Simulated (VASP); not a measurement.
Wanted: the native input for a VASP 6.6.1 run.

- Task: single point
- Functional: PBEsol
- Potentials or basis: VASP PAW PBE potentials, release 64 (Ag, Cl)
- Cutoff: 520 eV
- k mesh: 8 × 8 × 8
- Occupations: gaussian, width 0.02 eV
- Spin: no spin polarisation
- Dipole correction: no
- Further INCAR settings: ALGO = Fast; EDIFF = 1e-07; NBANDS = 16

The structure of AgCl (Chlorargyrite) lies in POSCAR:

```
AgCl
1.0
    0.0000000000      2.7237803158      2.7237803158
    2.7237803158      0.0000000000      2.7237803158
    2.7237803158      2.7237803158      0.0000000000
Ag Cl
1 1
Direct
    0.0000000000      0.0000000000      0.0000000000
    0.5000000000      0.5000000000      0.5000000000
```

The cell isn't the ideal one: relaxed again under DFT PBEsol, scalar-relativistic, plane waves, PAW.

One way to write it, as run:

INCAR

```
SYSTEM = AgCl
ALGO = Fast
EDIFF = 1E-7
ENCUT = 520
GGA = PS
ISIF = 2
ISMEAR = 0
LASPH = .True.
LCHARG = .False.
LREAL = .False.
LWAVE = .False.
NBANDS = 16
NELM = 80
PREC = Accurate
SIGMA = 0.02
```

KPOINTS

```
k-points
0
Gamma
  8 8 8
  0 0 0
```

Potentials or basis: VASP PAW PBE potentials, release 64 (Ag, Cl).

Run with:

```bash
$ cat potpaw_PBE.64/Ag/POTCAR potpaw_PBE.64/Cl/POTCAR > POTCAR
$ mpirun -np 1 vasp_std > vasp.out
```

Results of the run:

| Property | Result |
| --- | --- |
| Pressure | -0.1 GPa |
| Band gap on the k mesh | 0.72 eV, indirect (least direct gap 3.22 eV) |

Caveat: the PAW data sets were made with another functional, which shifts forces and pressure a little.

It took 13 s on 1 thread of AMD EPYC 9R45 (Zen 5) (shared host), peak memory 0.14 GiB.
